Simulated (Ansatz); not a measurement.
The system is MoS2.

```
CELL_PARAMETERS angstrom
3.22746 0.00000 0.00000
-1.61373 2.79507 0.00000
0.00000 0.00000 6.31247
ATOMIC_POSITIONS crystal
Mo 0.00000 0.00000 0.50000
S 0.66667 0.33333 0.74468
S 0.33333 0.66667 0.25532
```

Measurements of this composition are mostly on another form, of space group No. 194.

* Program: Ansatz 0.2.0
* Task: single point
* Functional: PBE
* Potentials or basis: Ansatz PAW
* Cutoff: 420 eV (not typed: the program's choice for these potentials)
* k mesh: 9 × 9 × 4
* Occupations: fermi-dirac, width 0.05 eV
* Spin: no spin polarisation

On this cell: pressure 1.1 GPa; largest force 0.284 eV/Å; band gap on the k mesh none (metal or under the smearing width).

The same run follows on a disturbed copy (atoms moved at random, drawn with an rms of 0.05 Å):

```xyz
3
Lattice="3.2275 0.0000 0.0000 -1.6137 2.7951 0.0000 0.0000 0.0000 6.3125" Properties=species:S:1:pos:R:3 pbc="T T T"
Mo    0.0102   -0.0511    3.1518
S     1.5961    0.9007    4.7232
S    -0.0311    1.9199    1.5943
```

Question: What changes?

Answer: The energy (extrapolated to zero smearing) moves by +8.7 meV/atom; pressure -0.3 GPa; largest force 0.566 eV/Å; band gap on the k mesh none (metal or under the smearing width).

Forces in eV/Å, atoms in the order of the input:
```
Mo  -0.258  0.378  0.265
S    0.052  0.132 -0.128
S    0.206 -0.510 -0.137
```

Stress tensor (GPa, compression positive):
```
 0.14 -0.43 -0.66
-0.43 -1.73  2.74
-0.66  2.74  0.70
```

Caveats: this functional lacks dispersion, which binds the layers, so the pressure and a relaxed spacing across them are unreliable (some runs).
